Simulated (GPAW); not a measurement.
# CuO (P4/nmm) in GPAW: reference runs

Aim: a first look at CuO with PBE, on the cell as given.

Everything below comes from runs of GPAW 26.7.0. Logs are shortened: lines on timing, memory, paths and dates and some standing lists are left out, and cuts for length are marked. The log counts tension as positive stress, the text compression.

**1. Starting point**

Symmetry: P4/nmm, No. 129, tetragonal system. Conventional cell: a = 3.175 Å, b = 3.175 Å, c = 4.650 Å, α = 90.00°, β = 90.00°, γ = 90.00°. Cu (site symmetry -4m2) is surrounded by 4 O at 2.02 Å and 4 Cu at 2.25 Å. O (site symmetry 4mm) has 4 Cu at 2.02 Å as nearest neighbours.

The cell was built by a generator and needn't be a form met in nature.

**2. Single point, PBE**

File run.py:

```python
from ase import Atoms
from ase.dft.bandgap import bandgap
from ase.io import write
from ase.units import GPa
from gpaw import GPAW, PW

atoms = Atoms(['Cu', 'Cu', 'O', 'O'],
              cell=[[3.1754955, 0.0, 0.0],
                    [0.0, 3.1754955, 0.0],
                    [0.0, 0.0, 4.64953187]],
              scaled_positions=[[0.0, 0.0, 0.0],
                                [0.5, 0.5, 0.0],
                                [0.5, 0.0, 0.267],
                                [0.0, 0.5, 0.733]],
              pbc=True)

calc = GPAW(mode=PW(800),
            xc='PBE',
            kpts={'size': (8, 8, 6), 'gamma': True},
            occupations={'name': 'fermi-dirac', 'width': 0.05},
            nbands=33,
            convergence={'density': 1e-05, 'energy': 1e-05},
            maxiter=150,
            txt='gpaw.txt')
atoms.calc = calc
energy = atoms.get_potential_energy()
forces = atoms.get_forces()
stress = atoms.get_stress()
calc.write('gs.gpw')
write('result.traj', atoms)
print(f'Energy: {energy:.6f} eV')
print('Forces (eV/A):')
print(forces.round(4))
print('Stress (GPa):', (stress / GPa).round(3))
print('Fermi level:', round(calc.get_fermi_level(), 4), 'eV')
print(f'Gap: {bandgap(calc)[0]:.4f} eV, direct: {bandgap(calc, direct=True)[0]:.4f} eV')
```

Potentials or basis: GPAW PAW data sets (gpaw-data 1.2.1), pw.

Run with:

```bash
$ OMP_NUM_THREADS=1 python run.py
```

gpaw.txt:

```text
__  _  _
 | _ |_)|_||  |
 |__||  | ||/\| - 26.7.0

Input parameters:
  mode=PW(ecut=800.0),
  convergence={'density': 1e-05, 'energy': 1e-05},
  kpts=MonkhorstPack(size=(8, 8, 6), gamma=True),
  maxiter=150,
  nbands=33,
  occupations=Occupations(name='fermi-dirac', width=0.05),
  xc=XC(name='PBE')

Diagonalizing LCAO Hamiltonian
Converting LCAO to pw mode
   .-------.
  /|       |
 * |       |
 |O|       |
 | |       |
 | |       |
 | .-O-----.
 |/   Cu  /
 Cu------*

Atoms  # Å, Bohr magnetons
|   | symbol |        x |        y |        z |    initial magnetic moments |
|---|--------|----------|----------|----------|-----------------------------|
| 0 |     Cu | 0.000000 | 0.000000 | 0.000000 | ( 0.0000,  0.0000,  0.0000) |
| 1 |     Cu | 1.587748 | 1.587748 | 0.000000 | ( 0.0000,  0.0000,  0.0000) |
| 2 |      O | 1.587748 | 0.000000 | 1.241425 | ( 0.0000,  0.0000,  0.0000) |
| 3 |      O | 0.000000 | 1.587748 | 3.408107 | ( 0.0000,  0.0000,  0.0000) |

Unit cell  # Å
| periodic |        x |        y |        z |  lengths |    angles |
|----------|----------|----------|----------|----------|-----------|
|      yes | 3.175495 | 0.000000 | 0.000000 | 3.175495 | 90.000000 |
|      yes | 0.000000 | 3.175495 | 0.000000 | 3.175495 | 90.000000 |
|      yes | 0.000000 | 0.000000 | 4.649532 | 4.649532 | 90.000000 |

Number of symmetries: 8
Symmetry operations  # r_c * U_cc + t_c -> r_c
|   | kind |            matrix            |
|---|------|------------------------------|
| 0 |  E   |  1, 0, 0,  0, 1, 0,  0, 0, 1 |
| 1 |  σ   |  1, 0, 0,  0,-1, 0,  0, 0, 1 |
| 2 |  C2  |  0, 1, 0,  1, 0, 0,  0, 0,-1 |
| 3 |  S4  |  0, 1, 0, -1, 0, 0,  0, 0,-1 |
| 4 |  S4  |  0,-1, 0,  1, 0, 0,  0, 0,-1 |
| 5 |  C2  |  0,-1, 0, -1, 0, 0,  0, 0,-1 |
| 6 |  σ   | -1, 0, 0,  0, 1, 0,  0, 0, 1 |
| 7 |  C2  | -1, 0, 0,  0,-1, 0,  0, 0, 1 |

BZ-sampling:
  Number of BZ points: 384
  Number of IBZ points: 60

  Monkhorst-Pack size: [8, 8, 6]
  Monkhorst-Pack shift: [0.0625, 0.0625, 0.08333333333333333]

K-points  # in reciprocal-cell coordinates
|     |                                coordinates |     weight |
|-----|--------------------------------------------|------------|
|   0 | (  0.00000000,   0.00000000,   0.00000000) | 0.00260417 |
|   1 | (  0.00000000,   0.00000000,   0.16666667) | 0.00520833 |
|   2 | (  0.00000000,   0.00000000,   0.33333333) | 0.00520833 |
|   3 | (  0.00000000,   0.00000000,   0.50000000) | 0.00260417 |
|   4 | (  0.12500000,   0.00000000,   0.00000000) | 0.01041667 |
|   5 | (  0.12500000,   0.00000000,   0.16666667) | 0.02083333 |
|   6 | (  0.12500000,   0.00000000,   0.33333333) | 0.02083333 |
|   7 | (  0.12500000,   0.00000000,   0.50000000) | 0.01041667 |
|   8 | (  0.12500000,   0.12500000,   0.00000000) | 0.01041667 |
|   9 | (  0.12500000,   0.12500000,   0.16666667) | 0.02083333 |
| ... |                                            |            |
|  59 | (  0.50000000,   0.50000000,   0.50000000) | 0.00260417 |

Plane wave coefficients: 2433
Cutoff: 800.0 eV

Spin-components: 1 (collinear spins)
Bands:           33
Projectors:      22
Spin-degeneracy: 2
Datatype:        complex128

Parallelization:
  kpt:    1
  domain: 1
  band:   1

Density:
  Valence electrons: 34.0
  Components: 1
  Grid points: [21 21 32]
  Charge: 0.0  # |e|

Potential:
  Grid points: [21 21 32]

species:
  Cu:
    name:    Copper
    Z:       29.0
    valence: 11
    core:    18
    charge:  0.0  # [|e|]
    compensation charges:
      type: gauss
      rc: 0.33  # [Å]
      lmax: 2
    cutoffs:
      filter: 2.06  # [Å]
      core: 2.43  # [Å]
    projectors
    | kind |    occ | energy [eV] | rcut [Å] |
    |------|--------|-------------|----------|
    |   4s |  1.000 |      -4.609 |    1.164 |
    |   4p |  0.000 |      -0.698 |    1.164 |
    |   3d | 10.000 |      -5.039 |    1.058 |
    |    s |        |      22.603 |    1.164 |
    |    p |        |      26.513 |    1.164 |
    |    d |        |      22.172 |    1.058 |

    Using partial waves for Cu as LCAO basis

  O:
    name:    Oxygen
    Z:       8.0
    valence: 6
    core:    2
    charge:  0.0  # [|e|]
    compensation charges:
      type: gauss
      rc: 0.21  # [Å]
      lmax: 2
    cutoffs:
      filter: 1.17  # [Å]
      core: 0.83  # [Å]
    projectors
    | kind |    occ | energy [eV] | rcut [Å] |
    |------|--------|-------------|----------|
    |   2s |  2.000 |     -23.961 |    0.688 |
    |   2p |  4.000 |      -9.029 |    0.598 |
    |    s |        |       3.251 |    0.688 |
    |    p |        |      18.182 |    0.598 |
    |    d |        |       0.000 |    0.619 |

    Using partial waves for O as LCAO basis

Reference energy: -94124.608285  # eV

eigensolver:
  PPCG
  Converge bands: occupied
  niter=2

density mixing:
  MSR1-Mixer
  Pratt-step length: 0.05
  Maximum mixing coefficient: 0.75
  Old densities: 10
  SVD Regularization: 0.005
  Good broyden scale: 1.0
  Trust region scale: 1.0
  Backstep threshold: 4.0
  History deletion threshold: 6.0
  Fourier metric: weight=20.0, sigma=0.015

occupation numbers:
  Fermi-Dirac:
    width: 0.0500  # eV

poisson solver:
  ecut: 6400.0  # eV

xc functional:
  name: PBE with 2 nearest neighbor stencil

convergence criteria:
[... 6 lines left out ...]
|iter     | |      energy | eigst |  dens |
|---------|-|-------------|-------|-------|
|iter:   1| |  -23.389064 | +0.24 |       |
|iter:   2| |  -19.747370 | -1.59 | -0.83 |
|iter:   3| |  -16.839533 | -1.14 | -0.95 |
|iter:   4| |  -16.438208 | -2.44 | -1.42 |
|iter:   5| |  -16.436767 | -2.64 | -1.70 |
|iter:   6| |  -16.390389 | -2.97 | -1.82 |
|iter:   7| |  -16.375511 | -3.89 | -2.09 |
|iter:   8| |  -16.374223 | -4.84 | -2.63 |
|iter:   9| |  -16.374374 | -5.57 | -2.94 |
|iter:  10| |  -16.374448c| -6.37 | -3.44 |
|iter:  11| |  -16.374442c| -7.41c| -4.16 |
|iter:  12| |  -16.374437c| -8.44c| -4.71 |
|iter:  13| |  -16.374436c| -8.38c| -5.26c|

Converged in 13 steps
Energy contributions relative to reference atoms: (reference = -94124.608285)

Energy contributions:
  Kinetic:          14.839944
  Coulomb:         -17.028298
  Zero:              0.636496
  External:          0.000000
  Xc:              -14.793979
  Entropy:          -0.057197
  Spinorbit:         0.000000
  ----------------------------
  Free energy:     -16.403034
  Extrapolated:    -16.374436

dipole moment: (-15.850099, -15.850099, -20.197352)  # |e|*Ang

Fermi level: 3.815
Eigenvalues  # (at kpt = [0.000, 0.000, 0.000])
| band index |      eig [eV] | occ [0-2] |
|------------|---------------|-----------|
|          0 |       -14.688 |     2.000 |
|        ... |               |           |
|          8 |         0.200 |     2.000 |
|          9 |         1.966 |     2.000 |
|         10 |         1.978 |     2.000 |
|         11 |         2.537 |     2.000 |
|         12 |         2.735 |     2.000 |
|         13 |         2.735 |     2.000 |
[... 8 lines left out ...]
|         22 |        15.970 |     0.000 |
|         23 |        16.085 |     0.000 |
|        ... |               |           |
|         32 |        27.108 |     0.000 |

No gap
No difference between direct/indirect transitions

Forces  # eV/Ang
|       x |       y |        z |
|---------|---------|----------|
| 0.00000 | 0.00000 |  0.00000 |  # Cu   0
| 0.00000 | 0.00000 |  0.00000 |  # Cu   1
| 0.00000 | 0.00000 | -0.66444 |  # O    2
| 0.00000 | 0.00000 |  0.66444 |  # O    3

Stress tensor  # eV/Ang^3
|         x |         y |        z |
|-----------|-----------|----------|
| -0.195941 |  0.000000 | 0.000000 |
|  0.000000 | -0.195941 | 0.000000 |
|  0.000000 |  0.000000 | 0.043225 |

# Writing to gs.gpw (mode='')
```

Run time: 1.9 min. Hardware: 1 thread of Arm Neoverse V1, shared host; peak memory 0.25 GiB.

Results:

```
Free energy            : -16.4030 eV
Pressure               : 18.6 GPa
Largest force          : 0.664 eV/Å
Band gap on the k mesh : none (metal or under the smearing width)
```

Forces on the atoms (eV/Å):
```
Cu   0.000  0.000  0.000
Cu   0.000  0.000  0.000
O    0.000  0.000 -0.664
O    0.000  0.000  0.664
```

Stress tensor (GPa, compression positive):
```
31.39  0.00  0.00
 0.00 31.39  0.00
 0.00  0.00 -6.93
```

Caveat: with this Cu data set, volumes or pressures lay over 1.5 % or 2 GPa off other programs in two to four cells of ten; so large a pressure means that the cell lies far from this level's equilibrium, or that cutoff or potentials fall short; the run has no spin polarisation, though such a crystal can be magnetic; semilocal functionals often make such compounds metallic where correlation or magnetic order opens a gap, which also shifts bond lengths. With open d or f shells a metallic result of PBE can be an artefact of self-interaction; +U or a hybrid may open a gap.
